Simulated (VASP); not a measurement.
# Quasiparticle energies of AlAs in VASP, part 4 of 6

Aim: the quasiparticle gap of AlAs, and what it costs to get it. The cell is of the zinc-blende type, one of the forms listed for this formula. The start is a cell from a database of measured crystal structures.

VASP 6.6.1, plane waves and PAW; the level of theory is named at each step.

So far, quasiparticle gap on the mesh (eV): step 3 (evGW0) 2.22. Also gap on the k-mesh (eV): step 2 (empty bands, functional PBE) 1.43.

### 4. QPGW0

This step: QPGW0 on PBE; plane waves and PAW (Al_GW, As_GW) (VASP 6.6.1).

Here the orbitals are updated too, by diagonalising a Hermitian self-energy in the bands up to NBANDSGW.

INCAR

```
SYSTEM = AlAs
PREC = Accurate
ENCUT = 300
ISMEAR = 0
SIGMA = 0.01
LREAL = .FALSE.
GGA = PE
NBANDS = 296
ALGO = QPGW0
NELMGW = 4
ENCUTGW = 200
NOMEGA = 48
PRECFOCK = Fast
NBANDSGW = 24
LWAVE = .FALSE.
LCHARG = .FALSE.
```

POSCAR

```
AlAs
1.0
    0.0000000000      2.8304000000      2.8304000000
    2.8304000000      0.0000000000      2.8304000000
    2.8304000000      2.8304000000      0.0000000000
Al As
1 1
Direct
    0.0000000000      0.0000000000      0.0000000000
    0.2500000000      0.2500000000      0.2500000000
```

KPOINTS

```
Automatic mesh
0
Gamma
6 6 6
0 0 0
```

The projector-augmented-wave data sets are Al_GW and As_GW (PBE family, release 64).

The run is started by

```bash
mpirun -np 8 vasp_std
```

The log of the run:

```text
[banner, memory and clock lines left out]
running    8 mpi-ranks, on    1 nodes
 distrk:  each k-point on    8 cores,    1 groups
 distr:  one band on    1 cores,    8 groups

 POSCAR found type information on POSCAR AlAs
 POSCAR found :  2 types and       2 ions
 [... a notice as in an earlier step ...]

 [... a notice as in an earlier step ...]

 LDA part: xc-table for (Slater+PW92), standard interpolation
 found WAVECAR, reading the header
 POSCAR, INCAR and KPOINTS ok, starting setup
 FFT: planning ... GRIDC
 FFT: planning ... GRID_SOFT
 FFT: planning ... GRID
 reading WAVECAR
 the WAVECAR file was read successfully
 initial charge from wavefunction
 available memory per node:     91.48 GB, setting MAXMEM to     93673

 The Fermi energy was updated, please check that it is located mid-gap
 values below the HOMO (VB) or above the LUMO (CB) will cause erroneous energies
 E-fermi :   4.1464

 calculate exact exchange contribution
 the WAVEDER file was read successfully
energies w=
    0.000    0.000    0.580    0.000    1.159    0.000    1.732    0.000
    2.299    0.000    2.857    0.000    3.406    0.000    3.945    0.000
    4.475    0.000    4.994    0.000    5.504    0.000    6.006    0.000
    6.500    0.000    6.989    0.000    7.474    0.000    7.956    0.000
    8.437    0.000    8.920    0.000    9.406    0.000    9.899    0.000
   10.399    0.000   10.911    0.000   11.437    0.000   11.981    0.000
   12.547    0.000   13.139    0.000   13.763    0.000   14.424    0.000
   15.130    0.000   15.890    0.000   16.715    0.000   17.617    0.000
   18.613    0.000   19.724    0.000   20.978    0.000   22.408    0.000
   24.061    0.000   26.000    0.000   28.315    0.000   31.130    0.000
   34.637    0.000   39.126    0.000   45.082    0.000   53.356    0.000
   65.606    0.000   85.546    0.000  123.572    0.000  224.075    0.000
 responsefunction array rank=     304
 LDA part: xc-table for (Slater+PW92), standard interpolation

 min. memory requirement per mpi rank    521.7 MB, per node   4173.8 MB

 allocating   6 responsefunctions rank=   304
 shmem allocating  48 responsefunctions rank=   304
 response function shared by NCSHMEM nodes    1
 Doing            6  frequencies on each core in blocks of           48
NQ=   1    0.0000    0.0000    0.0000,
|.........|.........|.........|.........|.........|.........|.........|.........
 performed        731000 updates of chi_q(r,r)
 total number of BLAS operations        468.94 Gflops
NQ=   2    0.1667    0.0000    0.0000,
|.........|.........|.........|.........|.........|.........|.........|.........
 performed       2429000 updates of chi_q(r,r)
 total number of BLAS operations       1651.12 Gflops
NQ=   3    0.3333    0.0000    0.0000,
|.........|.........|.........|.........|.........|.........|.........|.........
 performed       4127000 updates of chi_q(r,r)
 total number of BLAS operations       2770.05 Gflops
NQ=   4    0.5000    0.0000    0.0000,
|.........|.........|.........|.........|.........|.........|.........|.........
 performed       5484000 updates of chi_q(r,r)
 total number of BLAS operations       3573.26 Gflops
NQ=   5    0.1667    0.1667    0.0000,
|.........|.........|.........|.........|.........|.........|.........|.........
 performed       7182000 updates of chi_q(r,r)
 total number of BLAS operations       4755.44 Gflops
NQ=   6    0.3333    0.1667    0.0000,
|.........|.........|.........|.........|.........|.........|.........|.........
 performed      10101000 updates of chi_q(r,r)
 total number of BLAS operations       6774.54 Gflops
NQ=   7    0.5000    0.1667    0.0000,
|.........|.........|.........|.........|.........|.........|.........|.........
 performed      13020000 updates of chi_q(r,r)
 total number of BLAS operations       8779.93 Gflops
NQ=   8   -0.3333    0.1667    0.0000,
|.........|.........|.........|.........|.........|.........|.........|.........
 performed      15939000 updates of chi_q(r,r)
 total number of BLAS operations      10812.79 Gflops
NQ=   9   -0.1667    0.1667    0.0000,
|.........|.........|.........|.........|.........|.........|.........|.........
 performed      18404000 updates of chi_q(r,r)
 total number of BLAS operations      12529.11 Gflops
NQ=  10    0.3333    0.3333    0.0000,
|.........|.........|.........|.........|.........|.........|.........|.........
 performed      20102000 updates of chi_q(r,r)
 total number of BLAS operations      13768.06 Gflops
NQ=  11    0.5000    0.3333    0.0000,
|.........|.........|.........|.........|.........|.........|.........|.........
 performed      23021000 updates of chi_q(r,r)
 total number of BLAS operations      15732.60 Gflops
NQ=  12   -0.3333    0.3333    0.0000,
|.........|.........|.........|.........|.........|.........|.........|.........
 performed      25486000 updates of chi_q(r,r)
 total number of BLAS operations      17323.31 Gflops
NQ=  13    0.5000    0.5000    0.0000,
|.........|.........|.........|.........|.........|.........|.........|.........
 performed      26644000 updates of chi_q(r,r)
 total number of BLAS operations      18168.33 Gflops
NQ=  14    0.5000    0.3333    0.1667,
|.........|.........|.........|.........|.........|.........|.........|.........
 performed      29990000 updates of chi_q(r,r)
 total number of BLAS operations      20388.69 Gflops
NQ=  15   -0.3333    0.3333    0.1667,
|.........|.........|.........|.........|.........|.........|.........|.........
 performed      33108000 updates of chi_q(r,r)
 total number of BLAS operations      22429.57 Gflops
NQ=  16   -0.3333    0.5000    0.1667,
|.........|.........|.........|.........|.........|.........|.........|.........
 performed      35587000 updates of chi_q(r,r)
 total number of BLAS operations      24097.77 Gflops
 resolving degeneracies of screened two electron integrals

 calculate QP shifts <psi_nk| G(iteration)W_0 |psi_nk>: iteration 1

 QP shifts <psi_nk| G(iteration)W_0 |psi_nk>: iteration 1
 NQ=           1  operations          48
 NQ=           2  operations           6
 NQ=           3  operations           6
 NQ=           4  operations          12
 NQ=           5  operations           8
 NQ=           6  operations           2
 NQ=           7  operations           2
 NQ=           8  operations           2
 NQ=           9  operations           4
 NQ=          10  operations           8
 NQ=          11  operations           2
 NQ=          12  operations           4
 NQ=          13  operations          16
 NQ=          14  operations           2
 NQ=          15  operations           2
 NQ=          16  operations           4
 allocating   6 responsefunctions rank=   304
[...]
NQ=   4    0.5000    0.0000    0.0000,
|.........|.........|.........|.........|.........|.........|.........|.........
 performed       5484000 updates of chi_q(r,r)
 total number of BLAS operations       3573.26 Gflops
NQ=   5    0.1667    0.1667    0.0000,
|.........|.........|.........|.........|.........|.........|.........|.........
 performed       7182000 updates of chi_q(r,r)
 total number of BLAS operations       4755.44 Gflops
NQ=   6    0.3333    0.1667    0.0000,
|.........|.........|.........|.........|.........|.........|.........|.........
 performed      10101000 updates of chi_q(r,r)
 total number of BLAS operations       6774.54 Gflops
NQ=   7    0.5000    0.1667    0.0000,
|.........|.........|.........|.........|.........|.........|.........|.........
 performed      13020000 updates of chi_q(r,r)
 total number of BLAS operations       8779.93 Gflops
NQ=   8   -0.3333    0.1667    0.0000,
|.........|.........|.........|.........|.........|.........|.........|.........
 performed      15939000 updates of chi_q(r,r)
 total number of BLAS operations      10812.79 Gflops
NQ=   9   -0.1667    0.1667    0.0000,
|.........|.........|.........|.........|.........|.........|.........|.........
 performed      18404000 updates of chi_q(r,r)
 total number of BLAS operations      12529.11 Gflops
NQ=  10    0.3333    0.3333    0.0000,
|.........|.........|.........|.........|.........|.........|.........|.........
 performed      20102000 updates of chi_q(r,r)
 total number of BLAS operations      13768.06 Gflops
NQ=  11    0.5000    0.3333    0.0000,
|.........|.........|.........|.........|.........|.........|.........|.........
 performed      23021000 updates of chi_q(r,r)
 total number of BLAS operations      15732.60 Gflops
NQ=  12   -0.3333    0.3333    0.0000,
|.........|.........|.........|.........|.........|.........|.........|.........
 performed      25486000 updates of chi_q(r,r)
 total number of BLAS operations      17323.31 Gflops
NQ=  13    0.5000    0.5000    0.0000,
|.........|.........|.........|.........|.........|.........|.........|.........
 performed      26644000 updates of chi_q(r,r)
 total number of BLAS operations      18168.33 Gflops
NQ=  14    0.5000    0.3333    0.1667,
|.........|.........|.........|.........|.........|.........|.........|.........
 performed      29990000 updates of chi_q(r,r)
 total number of BLAS operations      20388.69 Gflops
NQ=  15   -0.3333    0.3333    0.1667,
|.........|.........|.........|.........|.........|.........|.........|.........
 performed      33108000 updates of chi_q(r,r)
 total number of BLAS operations      22429.57 Gflops
NQ=  16   -0.3333    0.5000    0.1667,
|.........|.........|.........|.........|.........|.........|.........|.........
 performed      35587000 updates of chi_q(r,r)
 total number of BLAS operations      24097.77 Gflops
 resolving degeneracies of screened two electron integrals

 QP shifts <psi_nk| G(iteration)W_0 |psi_nk>: iteration 3
 NQ=           1  operations          48
 NQ=           2  operations           6
 NQ=           3  operations           6
 NQ=           4  operations          12
 NQ=           5  operations           8
 NQ=           6  operations           2
 NQ=           7  operations           2
 NQ=           8  operations           2
 NQ=           9  operations           4
 NQ=          10  operations           8
 NQ=          11  operations           2
 NQ=          12  operations           4
 NQ=          13  operations          16
 NQ=          14  operations           2
 NQ=          15  operations           2
 NQ=          16  operations           4
 allocating   6 responsefunctions rank=   304
 shmem allocating  48 responsefunctions rank=   304
 response function shared by NCSHMEM nodes    1
 Doing            6  frequencies on each core in blocks of           48
NQ=   1    0.0000    0.0000    0.0000,
|.........|.........|.........|.........|.........|.........|.........|.........
 performed        731000 updates of chi_q(r,r)
 total number of BLAS operations        468.94 Gflops
NQ=   2    0.1667    0.0000    0.0000,
|.........|.........|.........|.........|.........|.........|.........|.........
 performed       2429000 updates of chi_q(r,r)
 total number of BLAS operations       1651.12 Gflops
NQ=   3    0.3333    0.0000    0.0000,
|.........|.........|.........|.........|.........|.........|.........|.........
 performed       4127000 updates of chi_q(r,r)
 total number of BLAS operations       2770.05 Gflops
NQ=   4    0.5000    0.0000    0.0000,
|.........|.........|.........|.........|.........|.........|.........|.........
 performed       5484000 updates of chi_q(r,r)
 total number of BLAS operations       3573.26 Gflops
NQ=   5    0.1667    0.1667    0.0000,
|.........|.........|.........|.........|.........|.........|.........|.........
 performed       7182000 updates of chi_q(r,r)
 total number of BLAS operations       4755.44 Gflops
NQ=   6    0.3333    0.1667    0.0000,
|.........|.........|.........|.........|.........|.........|.........|.........
 performed      10101000 updates of chi_q(r,r)
 total number of BLAS operations       6774.54 Gflops
NQ=   7    0.5000    0.1667    0.0000,
|.........|.........|.........|.........|.........|.........|.........|.........
 performed      13020000 updates of chi_q(r,r)
 total number of BLAS operations       8779.93 Gflops
NQ=   8   -0.3333    0.1667    0.0000,
|.........|.........|.........|.........|.........|.........|.........|.........
 performed      15939000 updates of chi_q(r,r)
 total number of BLAS operations      10812.79 Gflops
NQ=   9   -0.1667    0.1667    0.0000,
|.........|.........|.........|.........|.........|.........|.........|.........
 performed      18404000 updates of chi_q(r,r)
 total number of BLAS operations      12529.11 Gflops
NQ=  10    0.3333    0.3333    0.0000,
|.........|.........|.........|.........|.........|.........|.........|.........
 performed      20102000 updates of chi_q(r,r)
 total number of BLAS operations      13768.06 Gflops
NQ=  11    0.5000    0.3333    0.0000,
|.........|.........|.........|.........|.........|.........|.........|.........
 performed      23021000 updates of chi_q(r,r)
 total number of BLAS operations      15732.60 Gflops
NQ=  12   -0.3333    0.3333    0.0000,
|.........|.........|.........|.........|.........|.........|.........|.........
 performed      25486000 updates of chi_q(r,r)
 total number of BLAS operations      17323.31 Gflops
NQ=  13    0.5000    0.5000    0.0000,
|.........|.........|.........|.........|.........|.........|.........|.........
 performed      26644000 updates of chi_q(r,r)
 total number of BLAS operations      18168.33 Gflops
NQ=  14    0.5000    0.3333    0.1667,
|.........|.........|.........|.........|.........|.........|.........|.........
 performed      29990000 updates of chi_q(r,r)
 total number of BLAS operations      20388.69 Gflops
NQ=  15   -0.3333    0.3333    0.1667,
|.........|.........|.........|.........|.........|.........|.........|.........
 performed      33108000 updates of chi_q(r,r)
 total number of BLAS operations      22429.57 Gflops
NQ=  16   -0.3333    0.5000    0.1667,
|.........|.........|.........|.........|.........|.........|.........|.........
 performed      35587000 updates of chi_q(r,r)
 total number of BLAS operations      24097.77 Gflops
 resolving degeneracies of screened two electron integrals

 QP shifts <psi_nk| G(iteration)W_0 |psi_nk>: iteration 4
 NQ=           1  operations          48
 NQ=           2  operations           6
 NQ=           3  operations           6
 NQ=           4  operations          12
 NQ=           5  operations           8
 NQ=           6  operations           2
 NQ=           7  operations           2
 NQ=           8  operations           2
 NQ=           9  operations           4
 NQ=          10  operations           8
 NQ=          11  operations           2
 NQ=          12  operations           4
 NQ=          13  operations          16
 NQ=          14  operations           2
 NQ=          15  operations           2
 NQ=          16  operations           4
 entering main loop
```

Wall time 82 min (8 MPI ranks of AMD EPYC 7R43, shared host); peak memory 4.6 GiB.

OUTCAR, selected parts (step 4):

```text
The static configuration has the point symmetry T_d .

 Found     16 irreducible k-points:

   NELECT =       8.0000    total number of electrons

 E-fermi :   4.1464

 QP shifts <psi_nk| G(iteration)W_0 |psi_nk>: iteration 1
 k-point   1 :       0.0000    0.0000    0.0000
  band No. DFT-energies  QP-energies  QP-e(diag)   sigma(DFT)    Z            occupation
      1      -8.4377      -9.0238      -9.0186      -9.3218       0.6571       2.0000
      2       3.4305       2.7231       2.7253       2.5086       0.7649       2.0000
      3       3.4305       2.7231       2.7253       2.5086       0.7649       2.0000
      4       3.4305       2.7231       2.7253       2.5086       0.7649       2.0000
      5       5.4773       5.7864       5.8002       5.8947       0.7736       0.0000
      6       7.7140       7.8365       7.8382       7.8786       0.7546       0.0000
      7       7.7140       7.8365       7.8382       7.8786       0.7546       0.0000
      8       7.7140       7.8365       7.8382       7.8786       0.7546       0.0000
    ...

     24      30.8064      30.8064      30.8064      30.8064       1.0000       0.0000

 k-point   2 :       0.1667    0.0000    0.0000
  band No. DFT-energies  QP-energies  QP-e(diag)   sigma(DFT)    Z            occupation
      1      -8.1692      -8.7552      -8.7488      -9.0385       0.6667       2.0000
      2       1.3327       0.6364       0.6493       0.4118       0.7421       2.0000
      3       3.1670       2.4521       2.4539       2.2329       0.7634       2.0000
      4       3.1670       2.4521       2.4539       2.2329       0.7634       2.0000
      5       6.2486       6.4597       6.4761       6.5450       0.7674       0.0000
      6       8.1506       8.2773       8.2783       8.3206       0.7511       0.0000
      7       8.1506       8.2773       8.2783       8.3206       0.7511       0.0000
      8       8.6208       8.7614       8.7636       8.8111       0.7503       0.0000
    ...

 k-point   3 :       0.3333    0.0000    0.0000
  band No. DFT-energies  QP-energies  QP-e(diag)   sigma(DFT)    Z            occupation
      1      -7.4895      -8.0563      -8.0500      -8.3186       0.6761       2.0000
      2      -1.0645      -1.7983      -1.7886      -2.0896       0.7064       2.0000
      3       2.7659       2.0326       2.0348       1.8024       0.7588       2.0000
      4       2.7659       2.0326       2.0348       1.8024       0.7588       2.0000
      5       5.7928       5.9593       5.9697       6.0218       0.7724       0.0000
      6       8.2894       8.3905       8.3939       8.4281       0.7532       0.0000
      7       8.2894       8.3905       8.3939       8.4281       0.7532       0.0000
      8      10.9285      10.9367      10.9600      10.9715       0.7347       0.0000
    ...

     24      31.6017      31.6017      31.6017      31.6017       1.0000       0.0000

     24      34.2543      34.2543      34.2543      34.2543       1.0000       0.0000

 QP shifts <psi_nk| G(iteration)W_0 |psi_nk>: iteration 2
 k-point   1 :       0.0000    0.0000    0.0000
  band No. DFT-energies  QP-energies  QP-e(diag)   sigma(DFT)    Z            occupation
      1      -9.0238      -9.2357      -9.2337      -9.3429       0.6578       2.0000
      2       2.7231       2.5705       2.5743       2.5292       0.7676       2.0000
      3       2.7231       2.5705       2.5743       2.5292       0.7676       2.0000
      4       2.7231       2.5705       2.5743       2.5292       0.7676       2.0000
      5       5.7864       5.8311       5.8339       5.8476       0.7757       0.0000
      6       7.8365       7.8295       7.8342       7.8334       0.7559       0.0000
      7       7.8365       7.8295       7.8342       7.8334       0.7559       0.0000
      8       7.8365       7.8295       7.8342       7.8334       0.7559       0.0000
    ...

 QP shifts <psi_nk| G(iteration)W_0 |psi_nk>: iteration 3
 k-point   1 :       0.0000    0.0000    0.0000
  band No. DFT-energies  QP-energies  QP-e(diag)   sigma(DFT)    Z            occupation
      1      -9.2357      -9.3157      -9.3147      -9.3554       0.6595       2.0000
      2       2.5705       2.5157       2.5204       2.5053       0.7680       2.0000
      3       2.5705       2.5157       2.5204       2.5053       0.7680       2.0000
      4       2.5705       2.5157       2.5204       2.5053       0.7680       2.0000
      5       5.8311       5.8272       5.8281       5.8272       0.7754       0.0000
      6       7.8295       7.8228       7.8281       7.8277       0.7567       0.0000
      7       7.8295       7.8228       7.8281       7.8277       0.7567       0.0000
      8       7.8295       7.8228       7.8281       7.8277       0.7567       0.0000
    ...

 QP shifts <psi_nk| G(iteration)W_0 |psi_nk>: iteration 4
 k-point   1 :       0.0000    0.0000    0.0000
  band No. DFT-energies  QP-energies  QP-e(diag)   sigma(DFT)    Z            occupation
      1      -9.3157      -9.3495      -9.3486      -9.3658       0.6582       2.0000
      2       2.5157       2.4887       2.4934       2.4867       0.7681       2.0000
      3       2.5157       2.4887       2.4934       2.4867       0.7681       2.0000
      4       2.5157       2.4887       2.4934       2.4867       0.7681       2.0000
      5       5.8272       5.8174       5.8180       5.8153       0.7756       0.0000
      6       7.8228       7.8197       7.8251       7.8259       0.7568       0.0000
      7       7.8228       7.8197       7.8251       7.8259       0.7568       0.0000
      8       7.8228       7.8197       7.8251       7.8259       0.7568       0.0000
    ...

[... 16 parts as in an earlier step ...]

[... 26 further parts left out ...]
```

This step gave:

| Item | Value |
| --- | --- |
| quasiparticle gap on the mesh | 2.286 eV |
| smallest direct quasiparticle gap on the mesh | 3.329 eV |

QP gap by iteration, by row:

```tsv
iteration	gap (eV)	direct gap (eV)
1	2.096	3.063
2	2.21	3.261
3	2.257	3.312
4	2.286	3.329
```

GW takes the gap from 1.432 to 2.286 eV. That is +61 meV against evGW0 on PBE. The last pass still moved it by +29 meV. Spin-orbit coupling is left out. The value holds for 296 bands, ENCUTGW = 200 eV and this mesh, and isn't shown to be converged in them.

[end of part 4 of 6]

[Lines on the potential files, build, host, timing and source positions are cut from VASP's logs without a mark.]

[Logs are printed without paths, hosts, clocks, repeated set-up lines and the standing remarks that a program may print on its own settings, such as how far it seeks lower states.]

[Hosts, paths, dates, database ids (printed as entryN), source tags and the programs' standing remarks are cut or masked in the printed files.]

[Pressures printed for these runs are not shown converged in the cutoff: they can be off by several GPa and have the wrong sign.]

[In band tables of VASP the shares of atoms and orbitals are scaled to a sum of 1 inside the atoms' spheres.]
